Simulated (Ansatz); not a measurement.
Runs of Ansatz 0.2.0 on CoO. Symmetry: R-3m, No. 166, trigonal system. Conventional cell: a = 3.011 Å, b = 3.011 Å, c = 7.320 Å, α = 90.00°, β = 90.00°, γ = 120.00°. Co (site symmetry -3m) has 6 O at 2.12 Å as nearest neighbours. O (site symmetry -3m) is surrounded by 6 Co at 2.12 Å. The cell is a database's computed one.

```tsv
task	level	potentials or basis	cutoff (eV)	smearing	basis error allowed	pressure (GPa)	moment (μB)
band structure	LDA	all-electron LAPW, scalar-relativistic	362	fermi-dirac 0.05 eV	0.001 eV/atom	(a)	2.85
band structure	PBEsol	all-electron LAPW, inner shells corrected to Dirac's equation	362	fermi-dirac 0.05 eV	0.001 eV/atom	-9.2	(b)
single point	PBE	all-electron LAPW, scalar-relativistic	363	gaussian 0.1 eV	0.001 eV/atom	-0.1	2.91
band structure	PBEsol	all-electron LAPW, non-relativistic	363	fermi-dirac 0.05 eV	0.001 eV/atom	-8.3	2.91
```

Alike in all rows: spin collinear, ferromagnetic start; cell as given; k mesh 11 × 11 × 11.

Task: Fill in the values left out.

Result: (a) -17.9; (b) 2.94.

Caveats: a cell with one magnetic atom can't hold antiferromagnetic order, which such compounds often take.

Not every run made on this cell is shown here.
